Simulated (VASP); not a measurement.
Here is a VASP 6.6.1 calculation.

The input INCAR:

```
SYSTEM = GaN
PREC = Accurate ; ENCUT = 600
EDIFF = 1E-6 ; ISMEAR = 0
SIGMA = 0.01 ; LREAL = .FALSE.
LASPH = .TRUE. ; NELM = 100
ALGO = Normal ; ISIF = 3
LWAVE = .FALSE. ; LCHARG = .FALSE.
GGA = PE ; IBRION = 2
NSW = 80 ; EDIFFG = -0.001
PSTRESS = -10.0
```

KPOINTS

```
regular mesh
0
G
  10 10 10
  0 0 0
```

Contents of POSCAR:

```
GaN
1.0
    0.0000000000      2.2742384940      2.2742384940
    2.2742384940      0.0000000000      2.2742384940
    2.2742384940      2.2742384940      0.0000000000
Ga N
1 1
Direct
    0.0000000000      0.0000000000      0.0000000000
    0.7500000000      0.7500000000      0.7500000000
```

Potentials or basis: VASP PAW PBE potentials, release 64 (Ga_d, N).

Run with:

```bash
$ cat potpaw_PBE.64/Ga_d/POTCAR potpaw_PBE.64/N/POTCAR > POTCAR
$ mpirun -np 1 vasp_std > vasp.out
```

Problem. Estimate the space group after relaxing (to 0.05 Å).

Solution. F-43m (No. 216).

Problem. Predict the relaxed volume.

Solution. 11.83 Å³/atom.

Problem. Predict the band gap on the k mesh.

Solution. 1.51 eV, direct.

Final structure:
```yaml
crystal:
  lattice:
    - [0.00000, 2.27873, 2.27873]
    - [2.27873, 0.00000, 2.27873]
    - [2.27873, 2.27873, 0.00000]
  atoms:
    - { symbol: Ga, position: [0.00000, 0.00000, 0.00000] }
    - { symbol: N, position: [0.75000, 0.75000, 0.75000] }
```

Caveat: the cell is relaxed towards a set pressure, so the enthalpy falls and the energy may rise. As with any semilocal functional, this PBE gap is likely too small.
